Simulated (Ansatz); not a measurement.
# Sn: the cost of one run

Computed with Ansatz 0.2.0 (DFT PBEsol, scalar-relativistic, plane waves, PAW, unless a step's input says otherwise).

4 further runs of the same task are left out: 4 set aside as unsound or not needed.

### Step 1. The starting structure

The structure is tetragonal, space group I4/mmm (No. 139). Conventional cell: a = 3.300 Å, b = 3.300 Å, c = 4.871 Å, α = 90.00°, β = 90.00°, γ = 90.00°. Around Sn (site symmetry 4/mmm) lie 12 Sn at 3.30 to 3.37 Å.

As a file:

```cif
data_structure
_symmetry_space_group_name_H-M 'I4/mmm'
_symmetry_Int_Tables_number 139
_cell_length_a 3.3003
_cell_length_b 3.3003
_cell_length_c 4.8707
_cell_angle_alpha 90.000
_cell_angle_beta 90.000
_cell_angle_gamma 90.000
_cell_volume 53.05
loop_
_atom_site_label
_atom_site_type_symbol
_atom_site_symmetry_multiplicity
_atom_site_Wyckoff_symbol
_atom_site_fract_x
_atom_site_fract_y
_atom_site_fract_z
_atom_site_occupancy
Sn1 Sn 2 a 0.00000 0.00000 0.00000 1
```

It is the result of an earlier relaxation at this level (volume 26.53 Å³/atom; gap on the mesh: none (metal)).

### Step 2. The reference run: elastic constants

File input.yaml:

```yaml
crystal:
  lattice:
    - [-1.650130502, 1.650130502, 2.4353654521]
    - [1.650130502, -1.650130502, 2.4353654521]
    - [1.650130502, 1.650130502, -2.4353654521]
  atoms:
    - { symbol: Sn, position: [0.0, 0.0, 0.0] }
basis:
  ecutwfc: 420
kpoints:
  mp_grid: { grid: [20, 20, 20] }
hamiltonian:
  xc: pbesol
scf:
  occupations: { method: fermi_dirac, width: 0.15 }
output:
  forces: true
  stress: true
  eigenvalues: true
elastic:
  mode: relaxed_ion
  stencil: two_point
```

Launch:

```sh
$ ansatz run input.yaml --threads 1 --pin off --max-ram 3072MiB --backend cpu --events-out ev --progress --plain --runs-dir out
```

Q: Estimate wall time and peak memory on 1 thread of Intel Xeon Platinum 8375C at 2.90GHz (Ice Lake), shared host.

About 2.4 min, with a peak of 0.99 GiB.
